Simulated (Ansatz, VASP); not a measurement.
**SrO in VASP and in Ansatz**

The input INCAR:

```
SYSTEM = SrO
  PREC = Accurate
  ENCUT = 520
  EDIFF = 1E-7
  ISMEAR = 0
  SIGMA = 0.05
  LREAL = .False.
  LASPH = .True.
  NELM = 100
  ALGO = Normal
  ISIF = 2
  LWAVE = .False.
  LCHARG = .True.
  GGA = PE
  LELF = .True.
  LVHAR = .True.
  NBANDS = 15
```

Contents of KPOINTS:

```
regular mesh
0
Gamma
  8 8 8
  0 0 0
```

POSCAR

```
SrO
1.0
    0.0000000000      2.5973917585      2.5973917585
    2.5973917585      0.0000000000      2.5973917585
    2.5973917585      2.5973917585      0.0000000000
Sr O
1 1
Direct
    0.0000000000      0.0000000000      0.0000000000
    0.5272237247      0.5000000000      0.5000000000
```

Input for Ansatz:

```yaml
crystal:
  lattice:
    - [0.0, 2.5973917585, 2.5973917585]
    - [2.5973917585, 0.0, 2.5973917585]
    - [2.5973917585, 2.5973917585, 0.0]
  atoms:
    - { symbol: Sr, position: [0.0, 0.0, 0.0] }
    - { symbol: O, position: [0.5272237247, 0.5, 0.5] }
basis:
  ecutwfc: 420
kpoints:
  mp_grid: { grid: [8, 8, 8] }
hamiltonian:
  xc: pbe
scf:
  occupations: { method: gaussian, width: 0.05 }
output:
  forces: true
  stress: true
  eigenvalues: true
```

Change from the starting cell: all O atoms moved -0.100 Å, as atom 2 towards its neighbour atom 2 (O) at 3.673 Å.

Alike in both runs: task single point; functional PBE; k mesh 8 × 8 × 8; occupations gaussian, width 0.05 eV; no spin polarisation.

|  | VASP | Ansatz |
| --- | --- | --- |
| version | VASP 6.6.1 | Ansatz 0.2.0 |
| potentials or method | VASP PAW PBE potentials, release 64 (Sr_sv, O) | scalar-relativistic, plane waves, PAW |
| plane-wave cutoff (eV) | 520 | 420 |
| valence electrons in the cell | 16 | 16 |

```csv
,VASP,Ansatz,Ansatz less VASP
gap on the k mesh at the Fermi level (eV),3.34,3.39,+0.045
least direct gap on the mesh (eV),3.43,3.47,+0.035
pressure (GPa),0.8,0.2,-0.52
largest component of the traceless stress (GPa),0.33,0.31,-0.020
rms of the force components (eV/Å),0.114,0.107,-0.0075
```

Atom by atom the forces differ by 0.007 eV/Å (rms over components).

A k mesh can miss the band edges.
